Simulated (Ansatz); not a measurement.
HfN:

```xyz
2
Lattice="2.8250 0.0000 0.0000 0.0000 2.8250 0.0000 0.0000 0.0000 2.8250" Properties=species:S:1:pos:R:3 pbc="T T T"
Hf    1.4125    1.4125    1.4125
N     0.0000    0.0000    0.0000
```

The cell was built by a generator and needn't be a form met in nature.

- Program: Ansatz 0.2.0
- Task: relaxation of cell and atoms
- Functional: PBEsol0
- Potentials or basis: Ansatz PAW
- Cutoff: 420 eV (not typed: the program's choice for these potentials)
- k mesh: 5 × 5 × 5
- Occupations: fermi-dirac, width 0.05 eV
- Spin: no spin polarisation

At the start: volume 11.27 Å³/atom.

Task: How do energy, volume and symmetry change on relaxing?

Result: It ends after 7 steps and the volume is 10.71 Å³/atom (-5.0 %); space group Pm-3m (No. 221, to 0.05 Å).

Step by step:
| step | energy change (eV) | largest force (eV/Å) | volume (Å³) |
| --- | --- | --- | --- |
| 1 | 0.0000 | 0.0000 | 22.55 |
| 2 | -0.0242 | 0.0000 | 20.65 |
| 3 | -0.0489 | 0.0000 | 21.50 |
| 4 | -0.0492 | 0.0000 | 21.44 |
| 5 | -0.0469 | 0.0000 | 21.44 |
| 6 | -0.0470 | 0.0000 | 21.42 |
| 7 | -0.0470 | 0.0000 | 21.42 |

Final structure:
```
CELL_PARAMETERS angstrom
2.77719 0.00000 0.00000
0.00000 2.77719 0.00000
0.00000 0.00000 2.77719
ATOMIC_POSITIONS crystal
Hf 0.50000 0.50000 0.50000
N 0.00000 0.00000 0.00000
```

Caveat: the k mesh is coarse (spacing up to 0.44 Å⁻¹), so the values aren't converged, least of all with exact exchange; the plane-wave basis is chosen anew once the cell has moved, so the energies of steps on either side of that aren't comparable; the pressure holds a Pulay correction of +0.4 GPa for the finite cutoff; the PAW data sets come from PBE, with cores solved anew for the run's functional, which leaves a small shift of forces and pressure.
